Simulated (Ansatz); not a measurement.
Runs of Ansatz 0.2.0 on Na. It takes space group Im-3m (No. 229, cubic). Conventional cell: a = 4.282 Å, b = 4.282 Å, c = 4.282 Å, α = 90.00°, β = 90.00°, γ = 90.00°. Na (site symmetry m-3m) has 8 Na at 3.71 Å as nearest neighbours. 

| level | cell | cutoff (eV) | target pressure (GPa) | gap on the mesh (eV) | pressure (GPa) | relaxed volume (Å³/atom) |
| --- | --- | --- | --- | --- | --- | --- |
| PBE | relaxed to 10 GPa | 420 | 10 | none | 10.0 | - |
| PBE | relaxed to 2 GPa | 420 | 2 | none | 2.0 | - |
| PBE | relaxed to 5 GPa | 420 | 5 | none | 5.0 | - |
| PBE | relaxed | 420 | 0 | none | 0.0 | 36.70 |
| PBE | relaxed | 420 | - | none | 0.0 | 36.70 |
| BLYP | relaxed | 420 | - | none | 0.0 | (a) |
| r2SCAN | relaxed | 500 | - | none | 0.0 | 37.54 |
| PBE | relaxed to 30 GPa | 420 | 30 | none | 30.0 | - |

Alike in all rows: task relaxation of cell and atoms; potentials or basis Ansatz PAW; no spin polarisation; k mesh 9 × 9 × 9; smearing fermi-dirac 0.05 eV.

Estimate the missing entries.

(a) 37.00.

Caveats: the plane-wave basis is chosen anew once the cell has moved, so the energies of steps on either side of that aren't comparable; the volume moved by over 15 % at a fixed basis, so the end points are rough (some runs); the PAW data sets come from PBE, with cores solved anew for the run's functional, which leaves a small shift of forces and pressure (some runs).

A gap of «none» marks a metal or a gap under the smearing width.
